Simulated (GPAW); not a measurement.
Zn, 2 atoms in the cell. Symmetry: P6_3/mmc, No. 194, hexagonal system. Conventional cell: a = 2.688 Å, b = 2.688 Å, c = 4.999 Å, α = 90.00°, β = 90.00°, γ = 120.00°. Around Zn (site symmetry -6m2) lie 12 Zn at 2.69 to 2.94 Å. 

* Program: GPAW 26.7.0
* Task: optical spectrum
* Functional: PBE
* Potentials or basis: GPAW PAW data sets (gpaw-data 1.2.1)
* Cutoff: 500 eV
* Basis: pw
* k mesh: 9 × 9 × 5
* Occupations: fermi-dirac, width 0.05 eV
* Spin: no spin polarisation
* Eta: 0.1 eV
* Response ecut: 50 eV
* Scissors: 0 eV
* Kernel: RPA
* Maxiter: 150
* Response k mesh: 18 × 18 × 9
* Domega0: 0.05 eV
* Omega2: 10 eV
* Response bands: 32
* Directions: ["x", "z"]
* Intraband: yes

Potentials or basis: GPAW PAW data sets (gpaw-data 1.2.1), pw.

The run is started by

```bash
$ OMP_NUM_THREADS=1 python run.py
```

Hardware: 1 thread of Arm Neoverse V2, on a shared host.

Q: Estimate the wall time of this run.

A: Run time: 4.3 min on 1 thread of Arm Neoverse V2 (shared host), peak memory 0.43 GiB. Counts: scf iterations 33, plane waves 810, bands 21, k points 50.
